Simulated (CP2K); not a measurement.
Runs of CP2K 2026.2 on PbS (Galena). It takes space group Fm-3m (No. 225, cubic). The conventional cell has a = 5.931 Å, b = 5.931 Å, c = 5.931 Å, α = 90.00°, β = 90.00°, γ = 90.00°. Around Pb (site symmetry m-3m) lie 6 S at 2.97 Å. S (site symmetry m-3m) has 6 Pb at 2.97 Å as nearest neighbours. 

```csv
task,level,potentials or basis,smearing,EPS_DEFAULT,NGRIDS,points a segment of the path (NPOINTS),bands added on the path,CUTOFF of the grids,gap on the mesh (eV),pressure (GPa),V0 of scaled cells (Å³/atom),B0 (GPa)
band structure,PBEsol,"POTENTIAL_UZH Pb GTH-PBE-q4, S GTH-PBE-q6; TZVP-MOLOPT-PBE-GTH basis",fermi-dirac 0.0259 eV,1.0E-9,4,10,6,450 Ry,0.10,1.5,-,-
single point,PBE,"POTENTIAL_UZH Pb GTH-PBE-q4, S GTH-PBE-q6; TZVP-MOLOPT-PBE-GTH basis",fermi-dirac 0.05 eV,1.0E-10,5,-,-,450 Ry,0.23,2.9,-,-
band structure,r2SCAN,"POTENTIAL_UZH Pb GTH-SCAN-q4, S GTH-SCAN-q6; TZVP-MOLOPT-SCAN-GTH basis",fermi-dirac 0.05 eV,1.0E-9,5,6,4,675 Ry,0.47,0.1,-,-
band structure,PBE,"POTENTIAL_UZH Pb GTH-PBE-q4, S GTH-PBE-q6; TZVP-MOLOPT-PBE-GTH basis",fermi-dirac 0.0259 eV,1.0E-10,4,6,2,450 Ry,0.23,2.9,-,-
band structure,r2SCAN,"POTENTIAL_UZH Pb GTH-SCAN-q4, S GTH-SCAN-q6; TZVP-MOLOPT-SCAN-GTH basis",fermi-dirac 0.01 eV,1.0E-10,4,10,2,675 Ry,0.47,0.1,-,-
equation of state,PBEsol,"POTENTIAL_UZH Pb GTH-PBE-q4, S GTH-PBE-q6; TZVP-MOLOPT-PBE-GTH basis",fermi-dirac 0.05 eV,1.0E-9,4,-,-,450 Ry,-,-,26.73,57
band structure,LDA,"GTH_POTENTIALS Pb GTH-PADE-q4, S GTH-PADE-q6; TZVP-MOLOPT-PBE-GTH basis",fermi-dirac 0.05 eV,1.0E-10,5,10,4,450 Ry,0.24,-3.5,-,-
equation of state,PBE,"POTENTIAL_UZH Pb GTH-PBE-q4, S GTH-PBE-q6; TZVP-MOLOPT-PBE-GTH basis",fermi-dirac 0.05 eV,1.0E-10,4,-,-,450 Ry,-,-,(b),53
band structure,PBEsol,"POTENTIAL_UZH Pb GTH-PBE-q4, S GTH-PBE-q6; TZVP-MOLOPT-PBE-GTH basis",fermi-dirac 0.05 eV,1.0E-9,5,10,4,450 Ry,0.10,1.5,-,-
band structure,PBE,"POTENTIAL_UZH Pb GTH-PBE-q4, S GTH-PBE-q6; TZVP-MOLOPT-PBE-GTH basis",fermi-dirac 0.01 eV,1.0E-9,5,10,4,450 Ry,0.23,2.9,-,-
band structure,LDA,"GTH_POTENTIALS Pb GTH-PADE-q4, S GTH-PADE-q6; TZVP-MOLOPT-PBE-GTH basis",fermi-dirac 0.01 eV,1.0E-9,4,10,2,450 Ry,0.24,(a),-,-
single point,PBEsol,"POTENTIAL_UZH Pb GTH-PBE-q4, S GTH-PBE-q6; TZVP-MOLOPT-PBE-GTH basis",fermi-dirac 0.05 eV,1.0E-10,5,-,-,450 Ry,0.10,1.5,-,-
```

Alike in all rows: no spin polarisation; cell as given; k mesh 8 × 8 × 8.

Problem. Estimate the missing entries.

Solution. (a) -3.4; (b) 27.42.

Caveats: the basis of atomic orbitals isn't converged, which shifts pressures, moduli and gaps; spin-orbit coupling is left out, which as a rule narrows the gap of such compounds by several tenths of an eV (some runs); the potentials were made for another functional, which shifts forces and pressure (some runs).

A k mesh can miss the band edges, and the runs leave out spin-orbit coupling on Pb.

Not every run made on this cell is shown here.
